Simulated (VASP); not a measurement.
Level of theory: PBEsol GGA, VASP's PBE PAW potentials (set 64) (plane waves; VASP). Each cell was relaxed at this level, without spin-orbit coupling.

Question: Which of these comes out without a gap?
(A) ZrO2, P2_1/c (14)
(B) AgCl, Fm-3m (225)
(C) ZnO, P6_3mc (186)
(D) As, R-3m (166)

Answer: D, As, R-3m (166). The others have gaps of 0.72 eV (AgCl, Fm-3m (225)), 0.68 eV (ZnO, P6_3mc (186)), 3.58 eV (ZrO2, P2_1/c (14)).
